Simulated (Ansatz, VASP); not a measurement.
This is a calculation of SnO2 (Cassiterite) for VASP 6.6.1. 

File INCAR:

```
SYSTEM = SnO2
PREC = Accurate
ENCUT = 480
EDIFF = 1E-7
ISMEAR = -1
SIGMA = 0.05
LREAL = .FALSE.
LASPH = .TRUE.
NELM = 80
ALGO = Normal
ISIF = 3
LWAVE = .FALSE.
LCHARG = .FALSE.
GGA = PE
IBRION = 2
NSW = 40
EDIFFG = -0.02
```

Contents of KPOINTS:

```
regular mesh
0
G
  6 6 8
  0 0 0
```

POSCAR

```
SnO2
1.0
    4.7380000000      0.0000000000      0.0000000000
    0.0000000000      4.7380000000      0.0000000000
    0.0000000000      0.0000000000      3.1865000000
Sn O
2 4
Direct
    0.5000000000      0.5000000000      0.5000000000
    0.0000000000      0.0000000000      0.0000000000
    0.8071000000      0.1929000000      0.5000000000
    0.6929000000      0.6929000000      0.0000000000
    0.1929000000      0.8071000000      0.5000000000
    0.3071000000      0.3071000000      0.0000000000
```

Potentials or basis: VASP PAW PBE potentials, release 64 (Sn_d, O_s).

Command:

```sh
$ cat potpaw_PBE.64/Sn_d/POTCAR potpaw_PBE.64/O_s/POTCAR > POTCAR
$ mpirun -np 1 vasp_std > vasp.out
```

Question: What does the same run look like in Ansatz 0.2.0? Potentials or basis there: Ansatz PAW, cutoff 420 eV.

Answer: As run (cutoffs and basis follow the program's own potentials, and thresholds, step limits or extra output files can differ):

File input.yaml:

```yaml
crystal:
  lattice:
    - [4.738, 0.0, 0.0]
    - [0.0, 4.738, 0.0]
    - [0.0, 0.0, 3.1865]
  atoms:
    - { symbol: Sn, position: [0.5, 0.5, 0.5] }
    - { symbol: Sn, position: [0.0, 0.0, 0.0] }
    - { symbol: O, position: [0.8071, 0.1929, 0.5] }
    - { symbol: O, position: [0.6929, 0.6929, 0.0] }
    - { symbol: O, position: [0.1929, 0.8071, 0.5] }
    - { symbol: O, position: [0.3071, 0.3071, 0.0] }
hamiltonian:
  xc: pbe
  pseudopotentials: { kind: paw }
kpoints:
  mp_grid: { grid: [6, 6, 8] }
scf:
  occupations: { method: fermi_dirac, width: 0.05 }
output:
  forces: true
  stress: true
  write_density: true
  write_potential: true
  elf: true
  volumetric_format: npy
relax:
  f_tol: 0.01
  max_steps: 40
  cell: { stress_tol: 0.05 }
```

Potentials or basis: Ansatz PAW.

Run with:

```sh
$ ansatz run input.yaml --threads 2 --pin off --max-ram 5632MiB --backend cpu --events-out ev --progress --plain --runs-dir out
```

Both were run:

|  | VASP | Ansatz |
| --- | --- | --- |
| Relaxed volume | 12.60 Å³/atom | 12.58 Å³/atom |
| Relaxed cell | a = 4.823 Å, b = 4.823 Å, c = 3.249 Å, α = 90.00°, β = 90.00°, γ = 90.00° | a = 4.827 Å, b = 4.827 Å, c = 3.238 Å, α = 90.00°, β = 90.00°, γ = 90.00° |
| Space group after relaxing | P4_2/mnm (No. 136) | P4_2/mnm (No. 136) |
| Pressure after relaxing | 0.1 GPa | 0.0 GPa |

Ansatz's pressure holds a Pulay term of +0.81 GPa for its cutoff of 420 eV, which the other run lacks.

Where Ansatz's input types no cutoff or centring, it takes its own default and a Γ-centred mesh.

Pressure is positive in compression.
